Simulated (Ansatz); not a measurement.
## hcp against fcc along group 4

All numbers below come from DFT, r2SCAN, plane waves (500 eV) with PAW, scalar-relativistic in Ansatz. (PAW data from PBE, frozen cores regenerated.)

Each structure is relaxed within its symmetry, in the lowest magnetic state of the tried starts. Differences under about 8 meV lie within the error of the k-point mesh.

```csv
element,E(hcp) − E(fcc) (meV/atom),V(hcp) (Å³/atom),V(fcc) (Å³/atom),state of hcp,state of fcc
Ti,-71,17.31,17.39,non-magnetic,spin not included
Zr,-56,23.49,23.24,non-magnetic,non-magnetic
Hf,-84,22.38,22.46,spin not included,spin not included
```
